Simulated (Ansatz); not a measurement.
NiO: relaxation of cell and atoms with PBE

Crystal: NiO.

```
Ni O
1.0
     0.00000    2.08590    2.08590
     2.08590    0.00000    2.08590
     2.08590    2.08590    0.00000
Ni O
1 1
Direct
  0.00000 0.00000 0.00000
  0.50000 0.50000 0.50000
```

```json
{
  "Program": "Ansatz 0.2.0",
  "Task": "relaxation of cell and atoms",
  "Functional": "PBE",
  "Potentials or basis": "Ansatz PAW",
  "Cutoff": "420 eV (not typed: the program's choice for these potentials)",
  "k mesh": "11 × 11 × 11",
  "Occupations": "fermi-dirac, width 0.05 eV",
  "Spin": "collinear spin, ferromagnetic start",
  "Starting moments": "[1.0, 0.0] μB"
}
```

* Relaxed volume: 9.37 Å³/atom
* Relaxed cell: a = 2.982 Å, b = 2.982 Å, c = 2.982 Å, α = 60.00°, β = 60.00°, γ = 60.00°
* Space group after relaxing (to 0.05 Å): Fm-3m (No. 225)
* Energy gained by relaxing: 5.2 meV/atom
* Ionic steps: 6
* Pressure after relaxing: 0.0 GPa
* Net moment: 1.81 μB per cell
* Absolute moment: 1.82 μB per cell
* Site moments: Ni +1.46; O +0.29 μB

Step by step:
| step | energy change (eV) | largest force (eV/Å) | volume (Å³) |
| --- | --- | --- | --- |
| 1 | 0.0000 | 0.0000 | 18.15 |
| 2 | -0.0057 | 0.0000 | 18.40 |
| 3 | -0.0075 | 0.0000 | 18.72 |
| 4 | -0.0103 | 0.0000 | 18.72 |
| 5 | -0.0102 | 0.0000 | 18.75 |
| 6 | -0.0104 | 0.0000 | 18.75 |

Final structure:
```cif
data_structure
_symmetry_space_group_name_H-M 'P 1'
_symmetry_Int_Tables_number 1
_cell_length_a 2.9818
_cell_length_b 2.9818
_cell_length_c 2.9818
_cell_angle_alpha 60.000
_cell_angle_beta 60.000
_cell_angle_gamma 60.000
_cell_volume 18.75
loop_
_atom_site_label
_atom_site_type_symbol
_atom_site_fract_x
_atom_site_fract_y
_atom_site_fract_z
_atom_site_occupancy
Ni1 Ni 0.00000 0.00000 0.00000 1
O1 O 0.50000 0.50000 0.50000 1
```

Run time: 7.6 s on 2 threads of Intel(R) Xeon(R) Platinum 8488C (Sapphire Rapids) (shared host), peak memory 0.45 GiB.

Caveat: the plane-wave basis is chosen anew once the cell has moved, so the energies of steps on either side of that aren't comparable; the pressure holds a Pulay correction of +0.7 GPa for the finite cutoff; a cell with one magnetic atom can't hold antiferromagnetic order, which such compounds often take. PBE usually gives volumes a little too large and moduli too small.
